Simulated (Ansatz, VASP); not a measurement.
One calculation of GaP, two programs

```
CELL_PARAMETERS angstrom
0.00000 2.71023 2.71023
2.71023 0.00000 2.71023
2.71023 2.71023 0.00000
ATOMIC_POSITIONS crystal
Ga 0.00000 0.00000 0.00000
P 0.25000 0.25000 0.25000
```

Alike in both runs: functional revPBE; dispersion D3(BJ); k mesh 6 × 6 × 6; no spin polarisation.

Ansatz relaxed the structure, and its values are those at the end. VASP's run is a single point on that final structure, the one shown.

|  | VASP | Ansatz |
| --- | --- | --- |
| version | VASP 6.6.1 | Ansatz 0.2.0 |
| potentials or method | VASP PAW PBE potentials, release 64 (Ga_d, P) | plane waves, PAW |
| plane-wave cutoff (eV) | 520 | 420 |
| occupations | gaussian, width 0.01 eV | fixed |
| valence electrons in the cell | 18 | 18 |

|  | VASP | Ansatz | Ansatz less VASP |
| --- | --- | --- | --- |
| pressure (GPa) | -0.1 | 0.0 | +0.14 |
| dispersion energy (meV/atom) | -621.7 | -621.8 | -0.07 |

Ansatz warned: «force_scf_threshold_loose».

Caveats: the PAW data sets were made with another functional, which shifts forces and pressure a little (VASP). A k mesh can miss the band edges.
